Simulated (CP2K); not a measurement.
Runs of CP2K 2026.2 on C. It takes space group Fd-3m (No. 227, cubic). The conventional cell has a = 3.567 Å, b = 3.567 Å, c = 3.567 Å, α = 90.00°, β = 90.00°, γ = 90.00°. C (site symmetry -43m) is surrounded by 4 C at 1.54 Å. This isn't the form of C at room conditions, which is graphite.

| task | level | potentials or basis | cell | smearing | NGRIDS | EXTRAPOLATION | basis sets | potentials | optimiser | gap on the mesh (eV) | pressure (GPa) | relaxed volume (Å³/atom) |
| --- | --- | --- | --- | --- | --- | --- | --- | --- | --- | --- | --- | --- |
| relaxation of cell and atoms | RPBE+D4 | POTENTIAL_UZH C GTH-PBE-q4; TZVP-MOLOPT-PBE-GTH basis | relaxed | fermi-dirac 0.05 eV | 5 | USE_PREV_P | C TZVP-MOLOPT-PBE-GTH-q4 | C GTH-PBE-q4 of POTENTIAL_UZH | BFGS | 4.63 | 0.0 | 5.56 |
| band structure | SCAN | POTENTIAL_UZH C GTH-SCAN-q4; TZVP-MOLOPT-SCAN-GTH basis | as given | fermi-dirac 0.05 eV | 4 | - | C TZVP-MOLOPT-SCAN-GTH-q4 | C GTH-SCAN-q4 of POTENTIAL_UZH | - | 4.63 | -4.5 | - |
| band structure | TB-mBJ | POTENTIAL_UZH C GTH-PBE-q4; TZVP-MOLOPT-PBE-GTH basis | as given | fermi-dirac 0.1 eV | 5 | - | C TZVP-MOLOPT-PBE-GTH-q4 | C GTH-PBE-q4 of POTENTIAL_UZH | - | 4.53 | - | - |
| band structure | r2SCAN | POTENTIAL_UZH C GTH-SCAN-q4; TZVP-MOLOPT-SCAN-GTH basis | as given | fermi-dirac 0.05 eV | 5 | - | C TZVP-MOLOPT-SCAN-GTH-q4 | C GTH-SCAN-q4 of POTENTIAL_UZH | - | (b) | -2.9 | - |
| relaxation of cell and atoms | RPBE+D3(BJ) | POTENTIAL_UZH C GTH-PBE-q4; TZVP-MOLOPT-PBE-GTH basis | relaxed | fermi-dirac 0.05 eV | 4 | USE_PREV_P | C TZVP-MOLOPT-PBE-GTH-q4 | C GTH-PBE-q4 of POTENTIAL_UZH | BFGS | (a) | 0.0 | 5.50 |

Alike in all rows: no spin polarisation; k mesh 13 × 13 × 13.

**Question.** Estimate the missing entries.

**Answer.** (a) 4.65; (b) 4.41.

Caveats: the basis of atomic orbitals isn't converged, which shifts pressures, moduli and gaps; the potentials were made for another functional, which shifts forces and pressure (some runs); an odd mesh through Γ misses points on the zone boundary, where band edges often lie (some runs); the real-space grid breaks the cell's symmetry a little (some runs); this is a model potential without an energy functional, so only levels have meaning (some runs).
